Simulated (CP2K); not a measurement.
The system is Nb.

```
Nb
1.0
     2.88205    0.00000    0.00000
    -0.96068    2.71722    0.00000
    -0.96068   -1.35861    2.35318
Nb
1
Cartesian
  0.0000 0.0000 0.0000
```

Base run:

```yaml
Program: CP2K 2026.2
Functional: PBE
Potentials_or_basis: POTENTIAL_UZH Nb GTH-PBE-q13; TZVP-MOLOPT-PBE-GTH basis
Density_cutoff: 6123 eV
k_mesh: 11 × 11 × 11
Occupations: fermi-dirac, width 0.1 eV
Spin: no spin polarisation
```

Its results: band gap on the k mesh none (metal or under the smearing width); pressure -1.1 GPa.

Task: The run is repeated on the same cell with these changes: functional from PBE to PBEsol; eps_default from 1.0E-9 to 1.0E-10. What comes out?

Result: Band gap on the k mesh none (metal or under the smearing width); pressure -6.5 GPa.

Caveats: the basis of atomic orbitals isn't converged, which shifts pressures, moduli and gaps; the potentials were made for another functional, which shifts forces and pressure (some runs).

Not every run made on this cell is shown here.
